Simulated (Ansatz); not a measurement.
The system is BAs.

```
As B
1.0
     0.00000    2.38850    2.38850
     2.38850    0.00000    2.38850
     2.38850    2.38850    0.00000
As B
1 1
Direct
  0.75000 0.75000 0.75000
  0.00000 0.00000 0.00000
```

* Program: Ansatz 0.2.0
* Task: relaxation of cell and atoms
* Functional: HSEsol
* Potentials or basis: Ansatz PAW
* Cutoff: 420 eV (not typed: the program's choice for these potentials)
* k mesh: 5 × 5 × 5
* Occupations: fermi-dirac, width 0.05 eV
* Spin: no spin polarisation

At the start: volume 13.63 Å³/atom.

**Question.** Where does the relaxation end?

**Answer.** It ends after 4 steps and the volume is 13.38 Å³/atom (-1.8 %); space group F-43m (No. 216, to 0.05 Å).

The path:
| step | energy change (eV) | largest force (eV/Å) | volume (Å³) |
| --- | --- | --- | --- |
| 1 | 0.0000 | 0.0000 | 27.25 |
| 2 | -0.0040 | 0.0000 | 26.88 |
| 3 | -0.0043 | 0.0000 | 26.77 |
| 4 | -0.0040 | 0.0000 | 26.77 |

Final structure:
```
CELL_PARAMETERS angstrom
0.00000 2.37424 2.37424
2.37424 0.00000 2.37424
2.37424 2.37424 0.00000
ATOMIC_POSITIONS crystal
As 0.75000 0.75000 0.75000
B 0.00000 0.00000 0.00000
```

Caveat: the k mesh is coarse (spacing up to 0.46 Å⁻¹), so the values aren't converged, least of all with exact exchange; the plane-wave basis is chosen anew once the cell has moved, so the energies of steps on either side of that aren't comparable; the PAW data sets come from PBE, with cores solved anew for the run's functional, which leaves a small shift of forces and pressure.
